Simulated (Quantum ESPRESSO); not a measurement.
Set up this calculation in Quantum ESPRESSO 7.5, as the native input.

* Task: phonons and electron-phonon coupling
* Functional: PBE
* Potentials or basis: GBRV 1.5 PBE
* Cutoff: 612 eV
* Density cutoff: 4898 eV
* k mesh: 9 × 9 × 4
* Occupations: methfessel-paxton, width 0.272 eV
* Spin: no spin polarisation
* Mixing beta: 0.5
* Most SCF iterations: 120
* SCF threshold: 4e-10 Ry
* q mesh: 3 × 3 × 2

The system is Mg.

```xyz
2
Lattice="3.2093 0.0000 0.0000 -1.6046 2.7793 0.0000 0.0000 0.0000 5.2103" Properties=species:S:1:pos:R:3 pbc="T T T"
Mg    1.6047    0.9264    3.9077
Mg    0.0000    1.8529    1.3026
```

These files were run (other wordings do the same):

pw.in

```
&CONTROL
  calculation = 'scf'
  prefix = 'pwscf'
  outdir = './tmp'
  pseudo_dir = './pseudo'
  tprnfor = .true.
  tstress = .true.
  disk_io = 'low'
/
&SYSTEM
  ibrav = 0
  celldm(1) = 8
  nat = 2
  ntyp = 1
  ecutwfc = 45
  ecutrho = 360
  nbnd = 16
  occupations = 'smearing'
  smearing = 'mp'
  degauss = 0.01999163
/
&ELECTRONS
  conv_thr = 4d-10
  electron_maxstep = 120
  mixing_beta = 0.5
/
ATOMIC_SPECIES
Mg    24.3050 mg_pbe_v1.4.uspp.F.UPF
CELL_PARAMETERS alat
  0.7580872564702   0.0000000000000   0.0000000000000
 -0.3790436282351   0.6565228223966   0.0000000000000
  0.0000000000000   0.0000000000000   1.2307550033922
ATOMIC_POSITIONS crystal
Mg     0.6666666667    0.3333333333    0.7500000000
Mg     0.3333333333    0.6666666667    0.2500000000
K_POINTS automatic
9 9 4 0 0 0
```

relax.in

```
&CONTROL
  calculation = 'vc-relax'
  prefix = 'pwscf'
  outdir = './tmp'
  pseudo_dir = './pseudo'
  tprnfor = .true.
  tstress = .true.
  disk_io = 'low'
  nstep = 40
  forc_conv_thr = 0.0001
  etot_conv_thr = 1d-06
/
&SYSTEM
  ibrav = 0
  celldm(1) = 8
  nat = 2
  ntyp = 1
  ecutwfc = 45
  ecutrho = 360
  nbnd = 16
  occupations = 'smearing'
  smearing = 'mp'
  degauss = 0.01999163
/
&ELECTRONS
  conv_thr = 4d-10
  electron_maxstep = 120
  mixing_beta = 0.5
/
&IONS
  ion_dynamics = 'bfgs'
/
&CELL
  cell_dynamics = 'bfgs'
  press = 0
  press_conv_thr = 0.2
/
ATOMIC_SPECIES
Mg    24.3050 mg_pbe_v1.4.uspp.F.UPF
CELL_PARAMETERS alat
  0.7580872564749  -0.0000000000000   0.0000000000000
 -0.3790436282375   0.6565228223925   0.0000000000000
  0.0000000000000   0.0000000000000   1.2307550033922
ATOMIC_POSITIONS crystal
Mg     0.6666666666    0.3333333332    0.7500000000
Mg     0.3333333332    0.6666666666    0.2500000000
K_POINTS automatic
9 9 4 0 0 0
```

scf2.in

```
&CONTROL
  calculation = 'scf'
  prefix = 'pwscf'
  outdir = './tmp'
  pseudo_dir = './pseudo'
  tprnfor = .true.
  tstress = .true.
  disk_io = 'low'
/
&SYSTEM
  ibrav = 0
  celldm(1) = 8
  nat = 2
  ntyp = 1
  ecutwfc = 45
  ecutrho = 360
  nbnd = 16
  occupations = 'smearing'
  smearing = 'mp'
  degauss = 0.01999163
/
&ELECTRONS
  conv_thr = 1d-13
  electron_maxstep = 120
  mixing_beta = 0.5
  startingpot = 'file'
  startingwfc = 'file'
/
ATOMIC_SPECIES
Mg    24.3050 mg_pbe_v1.4.uspp.F.UPF
CELL_PARAMETERS alat
  0.7547558838952   0.0000000000000   0.0000000000000
 -0.3773779419476   0.6536377691091   0.0000000000000
  0.0000000000000   0.0000000000000   1.2249706909739
ATOMIC_POSITIONS crystal
Mg     0.6666666665    0.3333333331    0.7500000000
Mg     0.3333333331    0.6666666665    0.2500000000
K_POINTS automatic
9 9 4 0 0 0
```

dense.in

```
&CONTROL
  calculation = 'scf'
  prefix = 'pwscf'
  outdir = './tmp'
  pseudo_dir = './pseudo'
  tprnfor = .true.
  tstress = .true.
  disk_io = 'low'
/
&SYSTEM
  ibrav = 0
  celldm(1) = 8
  nat = 2
  ntyp = 1
  ecutwfc = 45
  ecutrho = 360
  nbnd = 16
  occupations = 'smearing'
  smearing = 'mp'
  degauss = 0.01999163
  la2F = .true.
/
&ELECTRONS
  conv_thr = 1d-12
  electron_maxstep = 120
  mixing_beta = 0.5
  startingpot = 'file'
/
ATOMIC_SPECIES
Mg    24.3050 mg_pbe_v1.4.uspp.F.UPF
CELL_PARAMETERS alat
  0.7547558838952   0.0000000000000   0.0000000000000
 -0.3773779419476   0.6536377691091   0.0000000000000
  0.0000000000000   0.0000000000000   1.2249706909739
ATOMIC_POSITIONS crystal
Mg     0.6666666665    0.3333333331    0.7500000000
Mg     0.3333333331    0.6666666665    0.2500000000
K_POINTS automatic
27 27 12 0 0 0
```

scf3.in

```
&CONTROL
  calculation = 'scf'
  prefix = 'pwscf'
  outdir = './tmp'
  pseudo_dir = './pseudo'
  tprnfor = .true.
  tstress = .true.
  disk_io = 'low'
/
&SYSTEM
  ibrav = 0
  celldm(1) = 8
  nat = 2
  ntyp = 1
  ecutwfc = 45
  ecutrho = 360
  nbnd = 16
  occupations = 'smearing'
  smearing = 'mp'
  degauss = 0.01999163
/
&ELECTRONS
  conv_thr = 1d-12
  electron_maxstep = 120
  mixing_beta = 0.5
  startingpot = 'file'
/
ATOMIC_SPECIES
Mg    24.3050 mg_pbe_v1.4.uspp.F.UPF
CELL_PARAMETERS alat
  0.7547558838952   0.0000000000000   0.0000000000000
 -0.3773779419476   0.6536377691091   0.0000000000000
  0.0000000000000   0.0000000000000   1.2249706909739
ATOMIC_POSITIONS crystal
Mg     0.6666666665    0.3333333331    0.7500000000
Mg     0.3333333331    0.6666666665    0.2500000000
K_POINTS automatic
9 9 4 0 0 0
```

ph.in

```
phonon_bands of Mg
&INPUTPH
  prefix = 'pwscf'
  outdir = './tmp'
  tr2_ph = 1d-18
  fildyn = 'dyn'
  niter_ph = 90
  alpha_mix(1) = 0.4
  ldisp = .true.
  nq1 = 3
  nq2 = 3
  nq3 = 2
  electron_phonon = 'interpolated'
  el_ph_sigma = 0.005
  el_ph_nsigma = 10
  fildvscf = 'dvscf'
/
```

q2r.in

```
&INPUT
  fildyn = 'dyn'
  zasr = 'crystal'
  flfrc = 'fc'
  la2F = .true.
/
```

matdyn.in

```
&INPUT
  asr = 'crystal'
  flfrc = 'fc'
  flfrq = 'freq'
  q_in_cryst_coord = .true.
  flvec = ' '
/
80
 0.0000000000  0.0000000000  0.0000000000
 0.0500000000  0.0000000000  0.0000000000
 0.1000000000  0.0000000000  0.0000000000
 0.1500000000  0.0000000000  0.0000000000
 0.2000000000  0.0000000000  0.0000000000
 0.2500000000  0.0000000000  0.0000000000
 0.3000000000  0.0000000000  0.0000000000
 0.3500000000  0.0000000000  0.0000000000
 0.4000000000  0.0000000000  0.0000000000
 0.4500000000  0.0000000000  0.0000000000
 0.5000000000  0.0000000000  0.0000000000
 0.4722222222  0.0555555556  0.0000000000
 0.4444444444  0.1111111111  0.0000000000
 0.4166666667  0.1666666667  0.0000000000
 0.3888888889  0.2222222222  0.0000000000
 0.3611111111  0.2777777778  0.0000000000
 0.3333333333  0.3333333333  0.0000000000
 0.3055555556  0.3055555556  0.0000000000
 0.2777777778  0.2777777778  0.0000000000
 0.2500000000  0.2500000000  0.0000000000
 0.2222222222  0.2222222222  0.0000000000
 0.1944444444  0.1944444444  0.0000000000
 0.1666666667  0.1666666667  0.0000000000
 0.1388888889  0.1388888889  0.0000000000
 0.1111111111  0.1111111111  0.0000000000
 0.0833333333  0.0833333333  0.0000000000
 0.0555555556  0.0555555556  0.0000000000
 0.0277777778  0.0277777778  0.0000000000
 0.0000000000  0.0000000000  0.0000000000
 0.0000000000  0.0000000000  0.1000000000
 0.0000000000  0.0000000000  0.2000000000
 0.0000000000  0.0000000000  0.3000000000
 0.0000000000  0.0000000000  0.4000000000
 0.0000000000  0.0000000000  0.5000000000
 0.0454545455  0.0000000000  0.5000000000
 0.0909090909  0.0000000000  0.5000000000
 0.1363636364  0.0000000000  0.5000000000
 0.1818181818  0.0000000000  0.5000000000
 0.2272727273  0.0000000000  0.5000000000
 0.2727272727  0.0000000000  0.5000000000
 0.3181818182  0.0000000000  0.5000000000
 0.3636363636  0.0000000000  0.5000000000
 0.4090909091  0.0000000000  0.5000000000
 0.4545454545  0.0000000000  0.5000000000
 0.5000000000  0.0000000000  0.5000000000
 0.4722222222  0.0555555556  0.5000000000
 0.4444444444  0.1111111111  0.5000000000
 0.4166666667  0.1666666667  0.5000000000
 0.3888888889  0.2222222222  0.5000000000
 0.3611111111  0.2777777778  0.5000000000
 0.3333333333  0.3333333333  0.5000000000
 0.3111111111  0.3111111111  0.5000000000
 0.2888888889  0.2888888889  0.5000000000
 0.2666666667  0.2666666667  0.5000000000
 0.2444444444  0.2444444444  0.5000000000
 0.2222222222  0.2222222222  0.5000000000
 0.2000000000  0.2000000000  0.5000000000
 0.1777777778  0.1777777778  0.5000000000
 0.1555555556  0.1555555556  0.5000000000
 0.1333333333  0.1333333333  0.5000000000
 0.1111111111  0.1111111111  0.5000000000
 0.0888888889  0.0888888889  0.5000000000
 0.0666666667  0.0666666667  0.5000000000
 0.0444444444  0.0444444444  0.5000000000
 0.0222222222  0.0222222222  0.5000000000
 0.0000000000  0.0000000000  0.5000000000
 0.5000000000  0.0000000000  0.5000000000
 0.5000000000  0.0000000000  0.4166666667
 0.5000000000  0.0000000000  0.3333333333
 0.5000000000  0.0000000000  0.2500000000
 0.5000000000  0.0000000000  0.1666666667
 0.5000000000  0.0000000000  0.0833333333
 0.5000000000  0.0000000000  0.0000000000
 0.3333333333  0.3333333333  0.0000000000
 0.3333333333  0.3333333333  0.0833333333
 0.3333333333  0.3333333333  0.1666666667
 0.3333333333  0.3333333333  0.2500000000
 0.3333333333  0.3333333333  0.3333333333
 0.3333333333  0.3333333333  0.4166666667
 0.3333333333  0.3333333333  0.5000000000
```

matdyn_dos.in

```
&INPUT
  asr = 'crystal'
  flfrc = 'fc'
  dos = .true.
  fldos = 'phdos'
  nk1 = 13
  nk2 = 13
  nk3 = 8
  deltaE = 1
  flvec = ' '
  flfrq = ' '
/
```

matdyn_a2f.in

```
&INPUT
  asr = 'crystal'
  flfrc = 'fc'
  la2F = .true.
  dos = .true.
  fldos = 'dos2'
  nk1 = 11
  nk2 = 11
  nk3 = 6
  ndos = 60
  el_ph_nsigma = 10
  flfrq = 'dosfreq2'
  flvec = ' '
/
```

matdyn_mesh.in

```
&INPUT
  asr = 'crystal'
  flfrc = 'fc'
  flfrq = 'mesh'
  q_in_cryst_coord = .true.
  flvec = ' '
/
600
 0.05000000  0.05000000  0.08333333
 0.05000000  0.05000000  0.25000000
 0.05000000  0.05000000  0.41666667
[... 597 further points of the even 10 x 10 x 6 mesh, shifted by half a step ...]
```

Potentials or basis: GBRV 1.5 PBE.

Command:

```console
$ OMP_NUM_THREADS=1 mpirun -n 4 pw.x -nk 4 -in pw.in > pw.out
$ OMP_NUM_THREADS=1 mpirun -n 4 pw.x -nk 4 -in relax.in > relax.out
$ OMP_NUM_THREADS=1 mpirun -n 4 pw.x -nk 4 -in scf2.in > scf2.out
$ OMP_NUM_THREADS=1 mpirun -n 4 pw.x -nk 4 -in dense.in > dense.out
$ OMP_NUM_THREADS=1 mpirun -n 4 pw.x -nk 4 -in scf3.in > scf3.out
$ OMP_NUM_THREADS=1 mpirun -n 4 ph.x -nk 4 -in ph.in > ph.out
$ OMP_NUM_THREADS=1 mpirun -n 1 q2r.x -in q2r.in > q2r.out
$ OMP_NUM_THREADS=1 mpirun -n 1 matdyn.x -in matdyn.in > matdyn.out
$ OMP_NUM_THREADS=1 mpirun -n 1 matdyn.x -in matdyn_dos.in > matdyn_dos.out
$ OMP_NUM_THREADS=1 mpirun -n 1 matdyn.x -in matdyn_a2f.in > matdyn_a2f.out
$ OMP_NUM_THREADS=1 mpirun -n 1 matdyn.x -in matdyn_mesh.in > matdyn_mesh.out
```

Results of the run:

The relaxed volume is 22.93 Å³/atom. The relaxed cell is a = 3.195 Å, b = 3.195 Å, c = 5.186 Å, α = 90.00°, β = 90.00°, γ = 120.00° and the space group after relaxing (to 0.05 Å) is P6_3/mmc (No. 194). The pressure after relaxing is 0.0 GPa. The band gap on the k mesh is none (metal or under the smearing width). The highest phonon frequency is 263 cm⁻¹ and the zero-point energy is 0.031 eV/atom.

Caveat: the mesh is thin for the phonons of a metal; λ from interpolated matrix elements is rough: modes that symmetry makes equal can differ by tens of percent.

Run time: 14 min on 4 MPI ranks on Arm Neoverse V1, with other jobs on the host, peak memory 0.52 GiB a rank.
